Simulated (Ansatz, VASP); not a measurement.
This is a calculation of TePb for Ansatz 0.2.0.

The input input.yaml:

```yaml
crystal:
  lattice:
    - [0.0, 3.231, 3.231]
    - [3.231, 0.0, 3.231]
    - [3.231, 3.231, 0.0]
  atoms:
    - { symbol: Pb, position: [0.0, 0.0, 0.0] }
    - { symbol: Te, position: [0.5, 0.5, 0.5] }
hamiltonian:
  xc: pbe
  pseudopotentials: { kind: paw }
kpoints:
  mp_grid: { grid: [7, 7, 7] }
scf:
  occupations: { method: fermi_dirac, width: 0.05 }
output:
  forces: true
  stress: true
relax:
  f_tol: 0.01
  max_steps: 40
  cell: { stress_tol: 0.05 }
```

Potentials or basis: Ansatz PAW.

Run with:

```sh
$ ansatz run input.yaml --threads 2 --pin off --max-ram 5632MiB --backend cpu --events-out ev --progress --plain --runs-dir out
```

Task: Set up the same calculation for VASP 6.6.1. Potentials there: VASP PAW PBE potentials, release 54 (Pb_d, Te).

Result: As run (the cutoff follows the program's own potentials):

The input INCAR:

```
PREC = Accurate
ENCUT = 600
EDIFF = 1E-7
ISMEAR = -1
SIGMA = 0.05
LREAL = False
LASPH = True
NELM = 100
ALGO = Fast
ISIF = 3
LWAVE = False
LCHARG = False
GGA = PE
IBRION = 2
NSW = 40
EDIFFG = -0.01
```

Contents of KPOINTS:

```
regular mesh
0
Gamma
  7 7 7
```

Contents of POSCAR:

```
TePb
1.0
    0.0000000000      3.2310000000      3.2310000000
    3.2310000000      0.0000000000      3.2310000000
    3.2310000000      3.2310000000      0.0000000000
Pb Te
1 1
Direct
    0.0000000000      0.0000000000      0.0000000000
    0.5000000000      0.5000000000      0.5000000000
```

Potentials or basis: VASP PAW PBE potentials, release 54 (Pb_d, Te).

Launch:

```console
$ cat potpaw_PBE.54/Pb_d/POTCAR potpaw_PBE.54/Te/POTCAR > POTCAR
$ mpirun -np 1 vasp_std > vasp.out
```

Both were run:

|  | VASP | Ansatz | Ansatz less VASP |
| --- | --- | --- | --- |
| relaxed volume (Å³/atom) | 35.40 | 35.47 | +0.066 |
| relaxed cell length with the largest relative difference (Å) | 4.644 | 4.647 | +0.0029 |
| energy change over the relaxation (meV/atom) | -11 | -11 | -0.2 |

The two sets of potentials don't hold the same shells in valence.

Caveats: the plane-wave basis is chosen anew once the cell has moved, so the energies of steps on either side of that aren't comparable (Ansatz). Zero-point motion and thermal expansion aren't in these numbers. PBE usually gives volumes a little too large and moduli too small.
